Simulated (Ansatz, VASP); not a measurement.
## Sn in VASP and in Ansatz

```
Sn
1.0
    -2.86004    2.86004    1.56126
     2.86004   -2.86004    1.56126
     2.86004    2.86004   -1.56126
Sn
2
Direct
  0.00000 0.00000 0.00000
  0.75000 0.25000 0.50000
```

Alike in both runs: task relaxation of cell and atoms; functional PBE; k mesh 12 × 12 × 12; occupations fermi-dirac, width 0.05 eV; no spin polarisation.

|  | VASP | Ansatz |
| --- | --- | --- |
| version | VASP 6.6.1 | Ansatz 0.2.0 |
| potentials or method | VASP PAW PBE potentials, release 64 (Sn_d) | PAW with Ansatz's default frozen-core files, scalar-relativistic |
| plane-wave cutoff (eV) | 600 | 420 |
| valence electrons in the cell | 28 | 28 |

Ansatz gave:

```
relaxed volume (Å³/atom)                                     : 28.40
relaxed cell length with the largest relative difference (Å) : 4.494
energy change over the relaxation (meV/atom)                 : -52
```

**Question.** What did VASP give for the same quantities?

**Answer.** Relaxed volume (Å³/atom): 28.38; relaxed cell length with the largest relative difference (Å): 4.494; energy change over the relaxation (meV/atom): -52.

Ansatz warned: «gradients_without_spin_orbit».

PBE usually gives volumes a little too large and moduli too small. Zero-point motion and thermal expansion aren't in these numbers.
